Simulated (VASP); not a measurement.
Runs of VASP 6.6.1 on Re. It takes space group Im-3m (No. 229, cubic). The conventional cell has a = 3.087 Å, b = 3.087 Å, c = 3.087 Å, α = 90.00°, β = 90.00°, γ = 90.00°. Around Re (site symmetry m-3m) lie 8 Re at 2.67 Å. The cell was built by a generator and needn't be a form met in nature.

```csv
task,cell,k mesh,cutoff (eV),gap on the mesh (eV),pressure (GPa)
relaxation of cell and atoms,relaxed,14 × 14 × 14,600,none,0.0
single point,"Im-3m, 15.25 Å³/atom",14 × 14 × 14,520,none,-0.7
single point,"Im-3m, 16.47 Å³/atom",16 × 16 × 16,520,none,(a)
single point,"Im-3m, 15.25 Å³/atom",23 × 23 × 23,520,none,-0.5
```

Alike in all rows: level RPBE; potentials or basis VASP PAW PBE potentials, release 64 (Re); no spin polarisation; smearing fermi-dirac 0.1 eV.

**Question.** Fill in the values left out.

**Answer.** (a) -22.7.

Caveats: the PAW data sets were made with another functional, which shifts forces and pressure a little (some runs); so large a pressure means that the cell lies far from this level's equilibrium, or that cutoff or potentials fall short (some runs); the potentials were made for another functional, which shifts forces and pressure (some runs).

A k mesh can miss the band edges, and the runs leave out spin-orbit coupling on Re.

A gap of «none» marks a metal or a gap under the smearing width.
